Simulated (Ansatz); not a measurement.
Level of theory: DFT PBE, scalar-relativistic, plane waves, PAW in Ansatz. All cells share a 420 eV cutoff and Γ-centred k meshes spaced at most about 0.3 Å⁻¹ (about 0.25 or finer for metals, 2π included). No spin polarisation.

All energies are static (0 K, no zero-point motion).

**Question.** Order these relaxed structures of ZnGa4O2 by energy, lowest first, with the energy over the lowest of them.
A. Space group P-4m2 (No. 115), tetragonal, a = 3.608 Å, c = 8.775 Å. Zn is surrounded by 8 Ga at 2.88 Å; Ga on its first site has 4 O at 2.03 Å, 2 Ga at 2.79 Å and 4 Ga at 3.16 Å; Ga on its second site has 3 Ga at 2.66–2.79 Å, 4 Zn at 2.88 Å and 1 O at 3.06 Å; O on its first site has 4 Ga at 2.03 Å and 4 O at 2.55 Å; 1 more site not described.
B. Space group P-3m1 (No. 164), trigonal, a = 2.996 Å, c = 15.818 Å. Zn has 6 Ga at 2.92 Å and 6 Zn at 3.00 Å; Ga on its first site has 3 Zn at 2.92 Å and 6 Ga at 3.00 Å; around Ga on its second site lie 3 O at 1.92 Å and 9 Ga at 2.94–3.00 Å; O is surrounded by 3 Ga at 1.92 Å.
C. Space group P-3m1 (No. 164), trigonal, a = 3.005 Å, c = 15.632 Å. Around Zn lie 6 Ga at 2.85 Å, 6 Zn at 3.01 Å and 2 O at 3.11 Å; Ga on its first site has 3 O at 1.93 Å, 3 Zn at 2.85 Å and 6 Ga at 3.01 Å; Ga on its second site has 9 Ga at 3.01–3.05 Å; O is surrounded by 3 Ga at 1.93 Å, 6 O at 3.01 Å and 1 Zn at 3.11 Å.

**Answer.** B (0 meV/atom), A (36 meV/atom), C (53 meV/atom). Counting Ga or Zn atoms around O (for each partner element, those within 1.25 times its shortest distance or 1.15 times the sum of covalent radii, where it is the nearest in units of that sum or under 1.3): B has O 3; A has O 4; C has O 3. All come from invented guesses. The lowest form computed isn't among them: it has space group I-42m (No. 121), 16.9 Å³/atom and lies 52 meV/atom below the best shown.

The k mesh leaves some 4 meV/atom of noise in the energy of each metallic cell. Cells relaxed within their symmetry can be saddle points. Some types were kept out of the candidates beforehand, so the set may lack a known form.
